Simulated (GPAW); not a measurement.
Crystal: AlCo3.

```
Co Al
1.0
     3.57495    0.00000    0.00000
     0.00000    3.57495    0.00000
     0.00000    0.00000    3.57495
Co Al
3 1
Direct
  0.00000 0.50000 0.50000
  0.50000 0.00000 0.50000
  0.50000 0.50000 0.00000
  0.00000 0.00000 0.00000
```

The cell comes from a database or a generator and needn't be the stable form of this composition.

Base run:

- Program: GPAW 26.7.0
- Functional: PBEsol
- Potentials or basis: PAW data sets generated in the run's folder for this functional
- Cutoff: 600 eV
- Basis: pw
- k mesh: 8 × 8 × 8
- Occupations: fermi-dirac, width 0.05 eV
- Spin: collinear spin, ferromagnetic start
- Starting moments: [2.0, 2.0, 2.0, 0.0] μB
- Hubbard terms: Co d U = 6 eV

Its results: pressure 20.1 GPa; net moment 5.76 μB per cell; site moments Co +2.02; Al -0.10 μB.

The run is repeated on the same cell with these changes: hubbard terms from Co d U = 6 eV to Co d U = 1 eV. What comes out?

Pressure -5.1 GPa; net moment 4.14 μB per cell; site moments Co +1.44; Al -0.06 μB.

Caveats: the U is typed as a test and isn't derived for this compound.

Not every run made on this cell is shown here.
